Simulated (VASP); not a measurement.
Here is a VASP 6.6.1 calculation.

The input INCAR:

```
SYSTEM = TiO2
PREC = Accurate ; ENCUT = 600
EDIFF = 1E-6 ; ISMEAR = 0
SIGMA = 0.03 ; LREAL = .False.
LASPH = .True. ; NELM = 80
ALGO = Normal ; ISIF = 3
LWAVE = .False. ; LCHARG = .False.
GGA = PE ; IVDW = 12
IBRION = 2 ; NSW = 90
EDIFFG = -0.01 ; KPAR = 2
```

KPOINTS

```
Automatic mesh
0
Gamma
  10 10 10
  0 0 0
```

Contents of POSCAR:

```
TiO2
1.0
   -1.8921000000      1.8921000000      4.7573000000
    1.8921000000     -1.8921000000      4.7573000000
    1.8921000000      1.8921000000     -4.7573000000
Ti O
2 4
Direct
    0.0000000000      0.0000000000      0.0000000000
    0.7500000000      0.2500000000      0.5000000000
    0.2081000000      0.2081000000      0.0000000000
    0.9581000000      0.4581000000      0.5000000000
    0.5419000000      0.0419000000      0.5000000000
    0.7919000000      0.7919000000      0.0000000000
```

Potentials or basis: VASP PAW PBE potentials, release 64 (Ti_sv, O).

Command:

```console
$ cat potpaw_PBE.64/Ti_sv/POTCAR potpaw_PBE.64/O/POTCAR > POTCAR
$ mpirun -np 2 vasp_std > vasp.out
```

(1) What does it give for the relaxed cell?

(2) Predict the relaxed volume.

## Answers

(1) a = 5.482 Å, b = 5.482 Å, c = 5.482 Å, α = 139.53°, β = 139.53°, γ = 58.56°.

(2) 11.46 Å³/atom.
